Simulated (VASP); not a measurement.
**VASP 6.6.1 run: GaAs**

INCAR

```
LCHARG = .FALSE.
EDIFF = 1E-7
LREAL = Auto
NSW = 0
ENCUT = 520
LASPH = .TRUE.
PREC = Accurate
NBANDS = 16
NELECT = 17.98
ISMEAR = -1
ISIF = 2
NELM = 92
IVDW = 12
SIGMA = 0.02
LWAVE = .FALSE.
GGA = PE
IBRION = -1
```

KPOINTS

```
KPOINTS created by Atomic Simulation Environment
0
Gamma
8 8 8
0 0 0
```

POSCAR

```
Ga As
 1.0000000000000000
    -0.0000000000000000    2.8330850957320126    2.8330850957320126
     2.8330850957320126    0.0000000000000000    2.8330850957320126
     2.8330850957320126    2.8330850957320126    0.0000000000000000
 Ga  As
   1   1
Cartesian
  0.0000000000000000 -0.0000000000000000  0.0000000000000000
  1.4165425478660063  1.4165425478660063  1.4165425478660063
```

The recommended PBE PAW datasets give the neutral cell 18 valence electrons.

Command

```
mpirun -np 1 vasp_std
```

Question: Predict the outcome of this run.

Answer: It converged. Results: pressure 0.0 GPa.

OSZICAR

```
N       E                     dE             d eps       ncg     rms          rms(c)
DAV:   1     0.823750869344E+02    0.82375E+02   -0.82847E+03   936   0.141E+03
DAV:   2    -0.190185602869E+01   -0.84277E+02   -0.80307E+02  1048   0.307E+02
DAV:   3    -0.838351325715E+01   -0.64817E+01   -0.64567E+01  1160   0.665E+01
DAV:   4    -0.847799719556E+01   -0.94484E-01   -0.94471E-01  1120   0.870E+00
DAV:   5    -0.847939445105E+01   -0.13973E-02   -0.13972E-02  1192   0.986E-01    0.286E+00
DAV:   6    -0.834715527505E+01    0.13224E+00   -0.20281E-01  1416   0.788E+00    0.172E+00
DAV:   7    -0.832841176641E+01    0.18744E-01   -0.61281E-02  1184   0.178E+00    0.552E-01
DAV:   8    -0.832923299178E+01   -0.82123E-03   -0.98829E-03  1096   0.112E+00    0.107E-01
DAV:   9    -0.832962896584E+01   -0.39597E-03   -0.92739E-04  1144   0.357E-01    0.509E-02
DAV:  10    -0.832969089699E+01   -0.61931E-04   -0.67050E-05  1200   0.821E-02    0.274E-02
DAV:  11    -0.832974165154E+01   -0.50755E-04   -0.70154E-05  1032   0.600E-02    0.326E-03
DAV:  12    -0.832974195590E+01   -0.30436E-06   -0.11024E-06  1184   0.137E-02    0.146E-03
DAV:  13    -0.832974230631E+01   -0.35041E-06   -0.52553E-07  1104   0.527E-03    0.673E-04
DAV:  14    -0.832974229587E+01    0.10435E-07   -0.10336E-08   920   0.107E-03
   1 F= -.89748296E+01 E0= -.89745618E+01  d E =-.535523E-03
```

The cell is charged and sits in a uniform background.

For comparison, a separate PBE run of the intended cell, on usual settings and not on those above, gives a gap of 0.47 eV on its mesh and a pressure of 3.0 GPa.
